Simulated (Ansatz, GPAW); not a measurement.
## A Ga chain with a Si atom bridging one bond: relaxation, then transmission at several levels

Aim: the conductance of a Ga chain with a Si atom bridging one bond after relaxation, and whether geometry, basis or functional moves it most.

Main program and level: GPAW 26.7.0 and Ansatz 0.2.0; Ansatz plane waves; relaxation of the junction with the lead ends held; PAW set soft_1, in the first sound run; inputs show where later runs differ.

### Step 1. The starting structure

The cell holds 13 atoms: 12 Ga and 1 Si. Cell: a = 9.000 Å, b = 9.000 Å, c = 30.800 Å, α = 90.0°, β = 90.0°, γ = 90.0°. Regions: left lead, 6 atoms (6 Ga); channel, 1 atom (1 Si); right lead, 6 atoms (6 Ga). Vacuum lies along a and b. The structure is stacked along c, and the current runs across the ab planes.

### Step 2. Relaxing the atoms

Transmission follows bond lengths closely, so the atoms between the held lead ends are relaxed first, from a slightly shaken start that lets symmetry break.

Contents of input.yaml:

```yaml
crystal:
  lattice:
    - [9.0, 0.0, 0.0]
    - [0.0, 9.0, 0.0]
    - [0.0, 0.0, 30.8]
  atoms:
    - { symbol: Ga, position: [0.5, 0.5, 0.0413961039] }
    - { symbol: Ga, position: [0.5, 0.5, 0.1241883117] }
    - { symbol: Ga, position: [0.5, 0.5, 0.2069805195] }
    - { symbol: Ga, position: [0.5, 0.5, 0.2897727273] }
    - { symbol: Ga, position: [0.5060891885, 0.4897388936, 0.3734981143] }
    - { symbol: Ga, position: [0.5002321241, 0.5043941667, 0.4557327558] }
    - { symbol: Si, position: [0.7201518491, 0.5001058125, 0.4994971791] }
    - { symbol: Ga, position: [0.5019349497, 0.5014403562, 0.5442952863] }
    - { symbol: Ga, position: [0.4991756539, 0.5023981356, 0.628121087] }
    - { symbol: Ga, position: [0.5, 0.5, 0.7102272727] }
    - { symbol: Ga, position: [0.5, 0.5, 0.7930194805] }
    - { symbol: Ga, position: [0.5, 0.5, 0.8758116883] }
    - { symbol: Ga, position: [0.5, 0.5, 0.9586038961] }
kpoints:
  mp_grid: { grid: [1, 1, 3] }
hamiltonian:
  xc: pbe
  pseudopotentials: { kind: paw, azcp: { folder: soft_1 } }
scf:
  occupations: { method: fermi_dirac, width: 0.1 }
relax:
  f_tol: 0.03
  max_steps: 80
  constraints: [{ sites: [0, 1, 2, 3, 9, 10, 11, 12] }]
```

Command:

```bash
ansatz run input.yaml --threads 4 --pin off --max-ram 8192MiB --backend cpu --events-out ev --progress --plain --runs-dir out
```

Numbers of over 12 decimals in the logs are rounded to 6 here.

The program printed:

```text
Engine: ansatz 0.2.0, x86_64-unknown-linux-gnu
Pseudopotentials: kind: paw
Pseudopotential: Ga, paw, valence charge 13, recommended cutoff 420 eV (normal), soft_1/Ga.paw.azcp
Pseudopotential: Si, paw, valence charge 4, recommended cutoff 420 eV (normal), soft_1/Si.paw.azcp
Functional definition: PBE
  parameter kappa = 0.804
  parameter beta = 0.066725
  exchange = pbe_x(kappa = kappa, mu = beta*pi^2/3)
  correlation = pbe_c(beta = beta)
Crystal: 13 atoms, lattice volume = 2494.800 Å³
Basis set: ecut = 420 eV, 48675 PW (Γ), exchange–correlation on 128×128×432 points (8 copies of the dense FFT grid, shifted against one another)
Bands: 96, of which v1, the nominal top of the filled ones, is band 80 counted from 1 (79 counted from 0)
Symmetry: 1 space group operations
Space group: P1 (ITA 1), of the structure as read, at distance tolerance 1.4e-4 Å
k-points: 2 of 3 (time reversal used)
Non-local potential: Ga, projectors of the file, l = 0: 2, l = 1: 2, l = 2: 3, l = 3: 1
Non-local potential: Si, projectors of the file, l = 0: 2, l = 1: 2, l = 2: 1
PAW form: soft (Blöchl's): semilocal exchange-correlation on the pseudo side does not see the compensation charge
PAW one-centre angular grid: Ga, 590 points (default); XC on 64 Gauss nodes
PAW one-centre angular grid: Si, 110 points (default); XC on 64 Gauss nodes
Initial density: superposition of atomic densities (neutral atoms: chi_scale 0, normalization atom)
Initial wavefunctions: pseudopotential atomic-orbital guess
Functional: x = pbe(κ = 0.804, μ = 0.219515), c = pbe(β = 0.066725)
SCF iter   1: F=—  HF=-46017.569470 eV  |F-HF|=—  |Δ(HF+E_count)|=         —  Δρ=1.09e-2  dr2=2.01e1  ethr=3.10e-3  ⟨swp⟩=5.5  Hψ=779  notcnv=0
preconditioner: auto → LDOS  [metal: Δε(μ)=0.032 eV  Ē_g=13.483 eV  σ=0.100 eV  W_gap=0.08  n_scr=220 (ndim 8)  ℏωp=9.4 eV  f_vac=0.706  D(μ)=21.29/eV (n_scr^D=84)  β→1.0]
SCF iter   2: F=—  HF=-46016.995862 eV  |F-HF|=—  |Δ(HF+E_count)|=   5.74e-1  Δρ=9.87e-3  dr2=3.00e1  ethr=3.10e-3  ⟨swp⟩=5.0  Hψ=348  notcnv=0
SCF iter   3: F=—  HF=-46015.451368 eV  |F-HF|=—  |Δ(HF+E_count)|=    1.54e0  Δρ=2.02e-3  dr2=3.49e-1  ethr=3.10e-3  ⟨swp⟩=3.0  Hψ=312  notcnv=0
SCF iter   4: F=—  HF=-46015.418214 eV  |F-HF|=—  |Δ(HF+E_count)|=   3.32e-2  Δρ=9.91e-4  dr2=8.12e-2  ethr=2.18e-4  ⟨swp⟩=2.0  Hψ=312  notcnv=0
SCF iter   5: F=—  HF=-46015.430099 eV  |F-HF|=—  |Δ(HF+E_count)|=   1.19e-2  Δρ=7.81e-4  dr2=4.32e-2  ethr=5.07e-5  ⟨swp⟩=2.0  Hψ=354  notcnv=0
SCF iter   6: F=—  HF=-46015.422239 eV  |F-HF|=—  |Δ(HF+E_count)|=   7.86e-3  Δρ=2.48e-4  dr2=8.25e-3  ethr=2.70e-5  ⟨swp⟩=2.0  Hψ=312  notcnv=0
SCF iter   7: F=—  HF=-46015.421852 eV  |F-HF|=—  |Δ(HF+E_count)|=   3.88e-4  Δρ=1.04e-4  dr2=8.68e-4  ethr=5.16e-6  ⟨swp⟩=3.0  Hψ=357  notcnv=0
SCF iter   8: F=—  HF=-46015.421797 eV  |F-HF|=—  |Δ(HF+E_count)|=   5.44e-5  Δρ=4.47e-5  dr2=2.01e-4  ethr=5.43e-7  ⟨swp⟩=2.0  Hψ=236  notcnv=0
SCF iter   9: F=-46015.421788 eV  HF=-46015.421793 eV  |F-HF|=5.49e-6  |Δ(HF+E_count)|=   4.03e-6  Δρ=1.51e-5  dr2=1.49e-5  ethr=1.41e-8  ⟨swp⟩=3.0  Hψ=756  notcnv=0
SCF 1 converged in 9 iterations: F = -46015.421788 eV  dr2 = 1.49e-5
  greatest PAW one-centre occupation: 0.995 electrons in one spin orbital (limit 2), on the Ga atom at site 4 (counted from 0), in its partial waves of l = 2
relax step   1: F+E_penalty+E_count = -46015.42178796 eV  Δ(F+E_penalty+E_count) = +0.000e0 eV  max|allowed force component| = 5.938e-1 eV/Å  Δτ_max = 0.0000 Å  (9 SCF iters, dr2 threshold 2.25e-5 eV, accepted)
Initial density: handed on by an earlier stage of this run
Initial wavefunctions: those handed on with the density
iter 1 solved again at ethr=9.63e-5 eV; its pass at ethr=3.10e-3 eV (dr2=1.54e-1 eV) is discarded
SCF iter   1: F=—  HF=-46015.516217 eV  |F-HF|=—  |Δ(HF+E_count)|=         —  Δρ=2.16e-3  dr2=1.60e-1  ethr=9.63e-5  ⟨swp⟩=1.0  Hψ=623  notcnv=0
preconditioner: auto → LDOS  [metal: Δε(μ)=0.139 eV  Ē_g=13.393 eV  σ=0.100 eV  W_gap=0.30  n_scr=220 (ndim 8)  ℏωp=9.4 eV  f_vac=0.728  D(μ)=21.91/eV (n_scr^D=84)  β→1.0]
SCF iter   2: F=—  HF=-46015.499033 eV  |F-HF|=—  |Δ(HF+E_count)|=   1.72e-2  Δρ=8.62e-4  dr2=2.60e-2  ethr=9.63e-5  ⟨swp⟩=2.0  Hψ=372  notcnv=0
SCF iter   3: F=—  HF=-46015.494981 eV  |F-HF|=—  |Δ(HF+E_count)|=   4.05e-3  Δρ=2.47e-4  dr2=6.48e-3  ethr=1.62e-5  ⟨swp⟩=2.0  Hψ=350  notcnv=0
SCF iter   4: F=—  HF=-46015.494555 eV  |F-HF|=—  |Δ(HF+E_count)|=   4.26e-4  Δρ=1.11e-4  dr2=1.07e-3  ethr=4.05e-6  ⟨swp⟩=2.0  Hψ=209  notcnv=0
SCF iter   5: F=—  HF=-46015.494462 eV  |F-HF|=—  |Δ(HF+E_count)|=   9.33e-5  Δρ=6.93e-5  dr2=1.36e-4  ethr=6.70e-7  ⟨swp⟩=2.0  Hψ=336  notcnv=0
SCF iter   6: F=—  HF=-46015.494419 eV  |F-HF|=—  |Δ(HF+E_count)|=   4.27e-5  Δρ=3.01e-5  dr2=7.17e-5  ethr=8.50e-8  ⟨swp⟩=2.0  Hψ=355  notcnv=0
SCF iter   7: F=-46015.494401 eV  HF=-46015.494412 eV  |F-HF|=1.06e-5  |Δ(HF+E_count)|=   7.86e-6  Δρ=1.30e-5  dr2=1.50e-5  ethr=1.38e-8  ⟨swp⟩=3.0  Hψ=631  notcnv=0
SCF 2 converged in 7 iterations: F = -46015.494401 eV  dr2 = 1.50e-5
  greatest PAW one-centre occupation: 0.995 electrons in one spin orbital (limit 2), on the Ga atom at site 8 (counted from 0), in its partial waves of l = 2
relax step   2: F+E_penalty+E_count = -46015.49440093 eV  Δ(F+E_penalty+E_count) = -7.261e-2 eV  max|allowed force component| = 3.429e-1 eV/Å  Δτ_max = 0.1724 Å  (7 SCF iters, dr2 threshold 2.20e-5 eV, accepted)
SCF iter   1: F=—  HF=-46015.566423 eV  |F-HF|=—  |Δ(HF+E_count)|=         —  Δρ=1.36e-3  dr2=5.72e-2  ethr=6.51e-4  ⟨swp⟩=4.5  Hψ=391  notcnv=0
preconditioner: auto → LDOS  [metal: Δε(μ)=0.052 eV  Ē_g=13.423 eV  σ=0.100 eV  W_gap=0.13  n_scr=220 (ndim 8)  ℏωp=9.4 eV  f_vac=0.729  D(μ)=21.21/eV (n_scr^D=84)  β→1.0]
SCF iter   2: F=—  HF=-46015.562529 eV  |F-HF|=—  |Δ(HF+E_count)|=   3.89e-3  Δρ=5.61e-4  dr2=1.86e-2  ethr=3.57e-5  ⟨swp⟩=2.0  Hψ=408  notcnv=0
SCF iter   3: F=—  HF=-46015.560657 eV  |F-HF|=—  |Δ(HF+E_count)|=   1.87e-3  Δρ=1.52e-4  dr2=3.35e-3  ethr=1.16e-5  ⟨swp⟩=2.0  Hψ=347  notcnv=0
SCF iter   4: F=—  HF=-46015.560650 eV  |F-HF|=—  |Δ(HF+E_count)|=   7.53e-6  Δρ=7.98e-5  dr2=4.61e-4  ethr=2.09e-6  ⟨swp⟩=2.0  Hψ=337  notcnv=0
SCF iter   5: F=—  HF=-46015.560616 eV  |F-HF|=—  |Δ(HF+E_count)|=   3.35e-5  Δρ=4.75e-5  dr2=9.38e-5  ethr=2.88e-7  ⟨swp⟩=2.0  Hψ=348  notcnv=0
SCF iter   6: F=—  HF=-46015.560596 eV  |F-HF|=—  |Δ(HF+E_count)|=   2.03e-5  Δρ=2.27e-5  dr2=5.45e-5  ethr=5.86e-8  ⟨swp⟩=2.0  Hψ=353  notcnv=0
SCF iter   7: F=—  HF=-46015.560594 eV  |F-HF|=—  |Δ(HF+E_count)|=   2.03e-6  Δρ=1.30e-5  dr2=1.42e-5  ethr=3.41e-8  ⟨swp⟩=1.0  Hψ=192  notcnv=0
SCF iter   8: F=-46015.560592 eV  HF=-46015.560593 eV  |F-HF|=1.08e-6  |Δ(HF+E_count)|=   9.49e-7  Δρ=4.09e-6  dr2=1.79e-6  ethr=4.59e-9  ⟨swp⟩=4.5  Hψ=574  notcnv=0
SCF 3 converged in 8 iterations: F = -46015.560592 eV  dr2 = 1.79e-6
relax step   3: F+E_penalty+E_count = -46015.56059206 eV  Δ(F+E_penalty+E_count) = -6.619e-2 eV  max|allowed force component| = 1.592e-1 eV/Å  Δτ_max = 0.1950 Å  (8 SCF iters, dr2 threshold 7.35e-6 eV, accepted)
[... from here on, the SCF cycles and remarks between the steps are left out ...]
relax step   4: F+E_penalty+E_count = -46015.63193657 eV  Δ(F+E_penalty+E_count) = -7.134e-2 eV  max|allowed force component| = 2.319e-1 eV/Å  Δτ_max = 0.1951 Å  (7 SCF iters, dr2 threshold 5.47e-6 eV, accepted)
relax step   5: F+E_penalty+E_count = -46015.71063068 eV  Δ(F+E_penalty+E_count) = -7.869e-2 eV  max|allowed force component| = 1.829e-1 eV/Å  Δτ_max = 0.1924 Å  (7 SCF iters, dr2 threshold 1.16e-5 eV, accepted)
relax step   6: F+E_penalty+E_count = -46015.78135113 eV  Δ(F+E_penalty+E_count) = -7.072e-2 eV  max|allowed force component| = 1.763e-1 eV/Å  Δτ_max = 0.1999 Å  (6 SCF iters, dr2 threshold 2.08e-5 eV, accepted)
relax step   7: F+E_penalty+E_count = -46015.83785202 eV  Δ(F+E_penalty+E_count) = -5.650e-2 eV  max|allowed force component| = 1.127e-1 eV/Å  Δτ_max = 0.1950 Å  (6 SCF iters, dr2 threshold 1.94e-5 eV, accepted)
relax step   8: F+E_penalty+E_count = -46015.89009260 eV  Δ(F+E_penalty+E_count) = -5.224e-2 eV  max|allowed force component| = 7.119e-2 eV/Å  Δτ_max = 0.2000 Å  (7 SCF iters, dr2 threshold 5.19e-6 eV, accepted)
relax step   9: F+E_penalty+E_count = -46015.92839911 eV  Δ(F+E_penalty+E_count) = -3.831e-2 eV  max|allowed force component| = 5.756e-2 eV/Å  Δτ_max = 0.1941 Å  (8 SCF iters, dr2 threshold 2.02e-6 eV, accepted)
relax step  10: F+E_penalty+E_count = -46015.94837957 eV  Δ(F+E_penalty+E_count) = -1.998e-2 eV  max|allowed force component| = 4.294e-2 eV/Å  Δτ_max = 0.1957 Å  (7 SCF iters, dr2 threshold 1.32e-6 eV, accepted)
relax step  11: F+E_penalty+E_count = -46015.95877991 eV  Δ(F+E_penalty+E_count) = -1.040e-2 eV  max|allowed force component| = 3.089e-2 eV/Å  Δτ_max = 0.1999 Å  (7 SCF iters, dr2 threshold 1.03e-6 eV, accepted)
relax step  12: F+E_penalty+E_count = -46015.96538139 eV  Δ(F+E_penalty+E_count) = -6.601e-3 eV  max|allowed force component| = 3.605e-2 eV/Å  Δτ_max = 0.1907 Å  (8 SCF iters, accepted)
relax step  13: F+E_penalty+E_count = -46015.97004110 eV  Δ(F+E_penalty+E_count) = -4.660e-3 eV  max|allowed force component| = 2.250e-2 eV/Å  Δτ_max = 0.1946 Å  (8 SCF iters, accepted)
relax step  14: F+E_penalty+E_count = -46015.97342595 eV  Δ(F+E_penalty+E_count) = -3.385e-3 eV  max|allowed force component| = 3.400e-2 eV/Å  Δτ_max = 0.1947 Å  (9 SCF iters, accepted)
relax step  15: F+E_penalty+E_count = -46015.97472186 eV  Δ(F+E_penalty+E_count) = -1.296e-3 eV  max|allowed force component| = 5.467e-2 eV/Å  Δτ_max = 0.1183 Å  (8 SCF iters, accepted)
relax step  16: F+E_penalty+E_count = -46015.97524379 eV  Δ(F+E_penalty+E_count) = -5.219e-4 eV  max|allowed force component| = 3.276e-2 eV/Å  Δτ_max = 0.0821 Å  (6 SCF iters, dr2 threshold 2.99e-6 eV, accepted)
SCF iter   1: F=—  HF=-46015.975776 eV  |F-HF|=—  |Δ(HF+E_count)|=         —  Δρ=1.72e-4  dr2=1.45e-3  ethr=5.31e-6  ⟨swp⟩=2.0  Hψ=322  notcnv=0
preconditioner: auto → LDOS  [metal: Δε(μ)=0.113 eV  Ē_g=13.469 eV  σ=0.100 eV  W_gap=0.27  n_scr=220 (ndim 8)  ℏωp=9.4 eV  f_vac=0.726  D(μ)=19.47/eV (n_scr^D=74)  β→1.0]
SCF iter   2: F=—  HF=-46015.975657 eV  |F-HF|=—  |Δ(HF+E_count)|=   1.20e-4  Δρ=5.49e-5  dr2=1.45e-4  ethr=9.07e-7  ⟨swp⟩=2.0  Hψ=256  notcnv=0
SCF iter   3: F=—  HF=-46015.975652 eV  |F-HF|=—  |Δ(HF+E_count)|=   4.59e-6  Δρ=1.99e-5  dr2=3.01e-5  ethr=9.09e-8  ⟨swp⟩=2.5  Hψ=321  notcnv=0
SCF iter   4: F=—  HF=-46015.975647 eV  |F-HF|=—  |Δ(HF+E_count)|=   4.95e-6  Δρ=8.50e-6  dr2=5.06e-6  ethr=1.88e-8  ⟨swp⟩=2.0  Hψ=252  notcnv=0
SCF iter   5: F=—  HF=-46015.975647 eV  |F-HF|=—  |Δ(HF+E_count)|=   8.58e-8  Δρ=4.97e-6  dr2=1.02e-6  ethr=3.17e-9  ⟨swp⟩=2.0  Hψ=309  notcnv=0
SCF iter   6: F=—  HF=-46015.975647 eV  |F-HF|=—  |Δ(HF+E_count)|=   1.61e-7  Δρ=1.59e-6  dr2=2.06e-7  ethr=6.35e-10  ⟨swp⟩=2.0  Hψ=300  notcnv=0
SCF iter   7: F=-46015.975647 eV  HF=-46015.975647 eV  |F-HF|=2.07e-8  |Δ(HF+E_count)|=   1.40e-8  Δρ=7.68e-7  dr2=4.69e-8  ethr=6.25e-11  ⟨swp⟩=4.0  Hψ=573  notcnv=0
SCF 17 converged in 7 iterations: F = -46015.975647 eV  dr2 = 4.69e-8
relax step  17: F+E_penalty+E_count = -46015.97564715 eV  Δ(F+E_penalty+E_count) = -4.034e-4 eV  max|allowed force component| = 1.265e-2 eV/Å  Δτ_max = 0.0166 Å  (7 SCF iters, accepted)
SCF converged after 7 iterations
Free energy (F): -46015.975647 eV
Harris-Foulkes:  -46015.975647 eV  (|F-HF|=2.07e-8)
Internal energy: -46015.351329 eV  (E = F + TS)
E sigma→0 (E₀):  -46015.663488 eV
Entropy (-TS):   -0.624318 eV (-48.024 meV/atom)
Fermi energy:    -2.608946 eV
--- Per-component energies (eV) ---
  E_band       = -2369.039197
  E_kinetic    = 1347.849772
  E_local      = -40878.029932  (includes V_loc(G=0)·N_el)
  E_nonlocal   = -1165.536190
  E_hartree    = 21853.841844
  E_xc         = -801.988731
  E_vxc        = -694.019102  (∫ρ·V_xc dr)
  E_paw        = -24299.633293  (= ΣΔE_a)
  E_vpaw       = -4686.985078  (= ΣTr[D̂ρ^β])
  E_aug_tail   = -0.002313  (compensation charges beyond the density's cutoff)
  E_ewald      = -2071.852486
  E_smearing   = -0.624318  (= −TS)
  E_closure    = -0.000000  (closes the sum)
  Σ components = -46015.975647   (vs F -46015.975647, Δ=0.00e0)
--- Forces (eV/Å), atoms counted from 1 ---
  atom   1  Ga    -0.00786460     0.00118230     0.02788334
  atom   2  Ga    -0.03442242     0.00230018    -0.02558154
  atom   3  Ga     0.18135274    -0.01444202    -0.14806416
  atom   4  Ga    -0.13884747     0.01123580     0.09634544
  atom   5  Ga    -0.00047407    -0.00015594     0.00516050
  atom   6  Ga     0.01059340    -0.00047986     0.00848648
  atom   7  Si    -0.00981586     0.00151659    -0.01265332
  atom   8  Ga    -0.00097485    -0.00056742    -0.00538498
  atom   9  Ga     0.00104774    -0.00044286     0.00294297
  atom  10  Ga    -0.13994736     0.01023682    -0.09455281
  atom  11  Ga     0.18233036    -0.01301481     0.14667580
  atom  12  Ga    -0.03462588     0.00232233     0.02670526
  atom  13  Ga    -0.00833822     0.00029814    -0.02797275
  max |Σ_I F_I| component: 1.35e-5 eV/Å
--- Relaxed structure (17 steps of the walk, 17 accepted, 0 SCFs on fresh bases) ---
  F+E_penalty+E_count = -46015.97564715 eV   max|allowed force component| = 1.265e-2 eV/Å
  atoms:
    - { symbol: Ga, position: [0.5, 0.5, 0.041396] }
    - { symbol: Ga, position: [0.5, 0.5, 0.124188] }
    - { symbol: Ga, position: [0.5, 0.5, 0.206981] }
    - { symbol: Ga, position: [0.5, 0.5, 0.2897727273] }
    - { symbol: Ga, position: [0.679477, 0.485456, 0.354864] }
    - { symbol: Ga, position: [0.655651, 0.487626, 0.438688] }
    - { symbol: Si, position: [0.805724, 0.476859, 0.500094] }
    - { symbol: Ga, position: [0.656668, 0.488293, 0.561600] }
    - { symbol: Ga, position: [0.679982, 0.486846, 0.645304] }
    - { symbol: Ga, position: [0.5, 0.5, 0.710227] }
    - { symbol: Ga, position: [0.5, 0.5, 0.793019] }
    - { symbol: Ga, position: [0.5, 0.5, 0.875812] }
    - { symbol: Ga, position: [0.5, 0.5, 0.958604] }
```

Run time: 1.9 min. Hardware: 4 threads of Intel Xeon Platinum 8488C (Sapphire Rapids), shared host; peak memory 2.6 GiB.

The steps of the relaxation:

```tsv
step	energy less that of the first step (eV)	largest force component (eV/Å)
1	0.0000	0.5938
2	-0.0726	0.3429
3	-0.1388	0.1592
4	-0.2101	0.2319
5	-0.2888	0.1829
6	-0.3596	0.1763
7	-0.4161	0.1127
8	-0.4683	0.0712
9	-0.5066	0.0576
10	-0.5266	0.0429
11	-0.5370	0.0309
12	-0.5436	0.0361
13	-0.5483	0.0225
14	-0.5516	0.0340
15	-0.5529	0.0547
16	-0.5535	0.0328
17	-0.5539	0.0127
```

The atoms that moved most (Å):

```tsv
atom	dx	dy	dz	length
Ga9	1.627	-0.140	0.529	1.717
Ga5	1.560	-0.039	-0.574	1.663
Ga6	1.399	-0.151	-0.525	1.502
Ga8	1.393	-0.118	0.533	1.496
Si7	0.770	-0.209	0.018	0.798
```

Numbers from this step:

* free energy: -46015.9756 eV
* smearing term TS: 0.6243 eV
* symmetry operations: 1

The relaxation lowered the energy of the cell by 0.554 eV.

[end of part 1 of 4]

[Logs are printed without paths, hosts, clocks, repeated set-up lines and the standing remarks that a program may print on its own settings, such as how far it seeks lower states.]

[Hosts, paths, dates, database ids (printed as entryN), source tags and the programs' standing remarks are cut or masked in the printed files.]
